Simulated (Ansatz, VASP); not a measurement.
Zr in VASP and in Ansatz

```
CELL_PARAMETERS angstrom
3.23200 0.00000 0.00000
-1.61600 2.79899 0.00000
0.00000 0.00000 5.14700
ATOMIC_POSITIONS crystal
Zr 0.66214 0.33864 0.74918
Zr 0.34713 0.68258 0.24458
```

Change from the starting cell: atoms moved at random, drawn with an rms of 0.05 Å.

Alike in both runs: task single point; functional PBE; k mesh 9 × 9 × 5; occupations fermi-dirac, width 0.05 eV; no spin polarisation.

|  | VASP | Ansatz |
| --- | --- | --- |
| version | VASP 6.6.1 | Ansatz 0.2.0 |
| potentials or method | VASP PAW PBE potentials, release 64 (Zr_sv) | Ansatz PAW |
| plane-wave cutoff (eV) | 520 | 420 |
| valence electrons in the cell | 24 | 24 |

|  | VASP | Ansatz | Ansatz less VASP |
| --- | --- | --- | --- |
| gap on the k mesh at the Fermi level (eV) | none | none | - |
| pressure (GPa) | 0.5 | 0.5 | -0.01 |
| largest component of the traceless stress (GPa) | 0.60 | 0.61 | +0.002 |
| rms of the force components (eV/Å) | 0.061 | 0.061 | -0.0001 |

Atom by atom the forces differ by 0.000 eV/Å (rms over components). A gap of «none» marks a metal or a gap that the smearing closes.
